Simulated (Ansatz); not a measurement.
# BN: from a guess to a relaxed structure

Aim: relax a trial structure of BN and see where it ends.

Method: DFT PBE, scalar-relativistic, plane waves, PAW, in Ansatz 0.2.0.

## 1. The system as given

The structure is tetragonal, space group P4/mmm (No. 123). Conventional cell: a = 4.122 Å, b = 4.122 Å, c = 3.318 Å, α = 90.00°, β = 90.00°, γ = 90.00°. Around B (site symmetry m2m) lie 2 B at 1.41 Å and 2 N at 1.43 Å. N (site symmetry 2mm) has 1 N at 1.41 Å and 2 B at 1.43 Å as nearest neighbours.

Coordinates:

```xyz
8
Lattice="4.1221 0.0000 0.0000 0.0000 4.1221 0.0000 0.0000 0.0000 3.3178" Properties=species:S:1:pos:R:3 pbc="T T T"
B     0.9986    0.0000    1.6589
B     3.1235    0.0000    1.6589
B     0.0000    0.9986    1.6589
B     0.0000    3.1235    1.6589
N     2.0611    0.0000    2.6125
N     0.0000    2.0611    2.6125
N     2.0611    0.0000    0.7053
N     0.0000    2.0611    0.7053
```

A structure generator made this guess: 3-, 4-connected net, elements by coordination (P4/mmm, No. 123). Its size is a rough estimate.

## 2. Probe: one point on a coarse mesh

The input, input.yaml:

```yaml
crystal:
  lattice:
    - [4.12211198, 0.0, 0.0]
    - [0.0, 4.12211198, 0.0]
    - [0.0, 0.0, 3.31776234]
  atoms:
    - { symbol: B, position: [0.24225281, 0.0, 0.5] }
    - { symbol: B, position: [0.75774719, 0.0, 0.5] }
    - { symbol: B, position: [0.0, 0.24225281, 0.5] }
    - { symbol: B, position: [0.0, 0.75774719, 0.5] }
    - { symbol: "N", position: [0.5, 0.0, 0.78742072] }
    - { symbol: "N", position: [0.0, 0.5, 0.78742072] }
    - { symbol: "N", position: [0.5, 0.0, 0.21257928] }
    - { symbol: "N", position: [0.0, 0.5, 0.21257928] }
basis:
  ecutwfc: 420
kpoints:
  mp_grid: { grid: [4, 4, 6] }
hamiltonian:
  xc: pbe
scf:
  occupations: { method: gaussian, width: 0.1 }
  lower_state_search: "off"
output:
  forces: true
  stress: true
  eigenvalues: true
```

Run with:

```bash
$ ansatz run input.yaml --threads 1 --pin off --max-ram 2560MiB --backend cpu --events-out ev --progress --plain --runs-dir out
```

Further runs follow: spin check on a coarse mesh; a loose first relaxation; final relaxation.

What does the calculation give? Wanted: conventional cell; volume; energy over the elements; gap on the mesh.

The runs gave:

| quantity | value |
| --- | --- |
| symmetry at the end (tolerance 0.05 Å) | space group P4/mmm (No. 123) |
| conventional cell | a = 4.761 Å, b = 4.761 Å, c = 3.387 Å, α = 90.00°, β = 90.00°, γ = 90.00° |
| volume | 9.60 Å³/atom |
| energy over the elements (uncorrected; H, N, O, F and Cl as molecules) | +0.07 eV/atom |
| gap on the mesh | none (metal) |

The space group P4/mmm (No. 123) is kept, and the volume per atom grows by 36.2 % from the first guess. With a positive formation energy it can't be a ground state. No finished test with a distortion of lower symmetry is shown, so the end may be a saddle point. A spin-polarised run here lost its starting moments, which speaks against magnetism, though one start doesn't rule it out. Other magnetic orders were not searched.
